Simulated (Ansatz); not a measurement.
# K (K, omega (AlB2-type)): the cost of one run

Computed with Ansatz 0.2.0 (DFT PBE, plane waves (420 eV) with PAW, scalar-relativistic, unless a step says otherwise).

### 1 The starting structure

Symmetry: P6/mmm, No. 191, hexagonal system. Conventional cell: a = 7.387 Å, b = 7.387 Å, c = 4.528 Å, α = 90.00°, β = 90.00°, γ = 120.00°. K (site symmetry -6m2) has 3 K at 4.26 Å as nearest neighbours.

Structure file:

```cif
data_structure
_symmetry_space_group_name_H-M 'P6/mmm'
_symmetry_Int_Tables_number 191
_cell_length_a 7.3867
_cell_length_b 7.3867
_cell_length_c 4.5281
_cell_angle_alpha 90.000
_cell_angle_beta 90.000
_cell_angle_gamma 120.000
_cell_volume 213.97
loop_
_atom_site_label
_atom_site_type_symbol
_atom_site_symmetry_multiplicity
_atom_site_Wyckoff_symbol
_atom_site_fract_x
_atom_site_fract_y
_atom_site_fract_z
_atom_site_occupancy
K1 K 1 a 0.00000 0.00000 0.00000 1
K2 K 2 d 0.33333 0.66667 0.50000 1
```

### 2 Geometry optimisation

Contents of input.yaml:

```yaml
crystal:
  lattice:
    - [7.3867433931, 0.0, 0.0]
    - [-3.6933716966, 6.3971074297, 0.0]
    - [0.0, 0.0, 4.5280737]
  atoms:
    - { symbol: K, position: [0.0, 0.0, 0.0] }
    - { symbol: K, position: [0.3333333333, 0.6666666667, 0.5] }
    - { symbol: K, position: [0.6666666667, 0.3333333333, 0.5] }
hamiltonian:
  xc: pbe
  pseudopotentials:
    kind: paw
    azcp:
      K: "pseudopotentials/K.paw.azcp"
basis:
  ecutwfc: 420
  fft_grid_basis: typed
kpoints:
  mp_grid: { grid: [5, 5, 7], shift: [0, 0, 0] }
magnetization:
  spin_polarized: false
scf:
  occupations: { method: fermi_dirac, width: 0.1 }
relax:
  max_steps: 60
  f_tol: 0.01
  cell: {}
```

**Question.** How long does this run take on 1 thread of an x86-64 CPU, shared host, and how much memory does it need?

About 20 s, with a peak of 0.61 GiB.
